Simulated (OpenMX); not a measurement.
PbO:

```
Pb O
1.0
     5.87600    0.00000    0.00000
     0.00000    5.47600    0.00000
     0.00000    0.00000    4.74300
Pb O
4 4
Cartesian
  4.5186 2.8147 1.1858
  1.3574 2.6613 3.5573
  4.5186 5.3993 3.5573
  1.3574 0.0767 1.1858
  0.7756 3.1870 1.1858
  5.1004 2.2890 3.5573
  0.7756 5.0270 3.5573
  5.1004 0.4490 1.1858
```

Base run:

| Property | Result |
| --- | --- |
| Program | OpenMX 3.8.5 |
| Functional | PBE |
| Potentials or basis | OpenMX 2013 PBE set, Pb8.0-s3p2d2f1, O6.0-s2p2d1, grid cutoff 500 Ry |
| k mesh | 5 × 5 × 7 |
| Occupations | fermi-dirac, width 0.05 eV |
| Spin | no spin polarisation |

Its results: band gap on the k mesh 2.02 eV, indirect (least direct gap 2.28 eV); pressure 3.7 GPa; largest force 1.042 eV/Å.

The run is repeated on the same cell with these changes: functional from PBE to LDA; potentials or basis from OpenMX 2013 PBE set, Pb8.0-s3p2d2f1, O6.0-s2p2d1, grid cutoff 500 Ry to OpenMX 2013 LDA set, Pb8.0-s3p2d2f1, O6.0-s2p2d1, grid cutoff 500 Ry. What comes out?

Band gap on the k mesh 1.97 eV, indirect (least direct gap 2.22 eV); pressure -3.1 GPa; largest force 0.953 eV/Å.

Caveats: spin-orbit coupling is left out, which as a rule narrows the gap of such compounds by several tenths of an eV; the cell's inner coordinates are idealised or old, which leaves forces on the atoms; the basis of atomic orbitals isn't converged, which shifts pressures, moduli and gaps; an odd mesh through Γ misses points on the zone boundary, where band edges often lie (some runs).
